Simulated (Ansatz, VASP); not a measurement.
**One calculation of ScAl3, two programs**

INCAR

```
SYSTEM = ScAl3
PREC = Accurate ; ENCUT = 520
EDIFF = 1E-6 ; ISMEAR = 0
SIGMA = 0.15 ; LREAL = .FALSE.
LASPH = .TRUE. ; NELM = 100
ALGO = Fast ; ISIF = 2
LWAVE = .FALSE. ; LCHARG = .TRUE.
GGA = PE ; LELF = .TRUE.
LVHAR = .TRUE. ; NBANDS = 18
```

KPOINTS

```
regular mesh
0
G
  12 12 12
  0 0 0
```

POSCAR

```
ScAl3
1.0
    3.9411173721      0.0000000000      0.0000000000
    0.0000000000      3.9411173721      0.0000000000
    0.0000000000      0.0000000000      4.1053305959
Sc Al
1 3
Direct
    0.0000000000      0.0000000000      0.0000000000
    0.5000000000      0.0000000000      0.5000000000
    0.0000000000      0.5000000000      0.5000000000
    0.5000000000      0.5000000000      0.0000000000
```

Input for Ansatz:

```yaml
crystal:
  lattice:
    - [3.9411173721, 0.0, 0.0]
    - [0.0, 3.9411173721, 0.0]
    - [0.0, 0.0, 4.1053305959]
  atoms:
    - { symbol: Sc, position: [0.0, 0.0, 0.0] }
    - { symbol: Al, position: [0.5, 0.0, 0.5] }
    - { symbol: Al, position: [0.0, 0.5, 0.5] }
    - { symbol: Al, position: [0.5, 0.5, 0.0] }
basis:
  ecutwfc: 420
kpoints:
  mp_grid: { grid: [12, 12, 12] }
hamiltonian:
  xc: pbe
scf:
  occupations: { method: gaussian, width: 0.15 }
output:
  forces: true
  stress: true
  eigenvalues: true
```

Change from the starting cell: strain -0.040 along x and y, +0.000 along z, atoms carried along.

Alike in both runs: task single point; functional PBE; k mesh 12 × 12 × 12; occupations gaussian, width 0.15 eV; no spin polarisation.

|  | VASP | Ansatz |
| --- | --- | --- |
| version | VASP 6.6.1 | Ansatz 0.2.0 |
| potentials or method | VASP PAW PBE potentials, release 64 (Sc_sv, Al) | scalar-relativistic, plane waves, PAW |
| plane-wave cutoff (eV) | 520 | 420 |
| valence electrons in the cell | 20 | 20 |

Ansatz gave:

```
gap on the k mesh at the Fermi level (eV)       : none
pressure (GPa)                                  : 8.5
largest component of the traceless stress (GPa) : 4.79
```

**Question.** What did VASP give for the same quantities?

**Answer.** gap on the k mesh at the Fermi level (eV): none; pressure (GPa): 8.5; largest component of the traceless stress (GPa): 4.80.

A gap of «none» marks a metal or a gap that the smearing closes. The functional is the same, so the differences come from potentials, cutoffs and numerics.
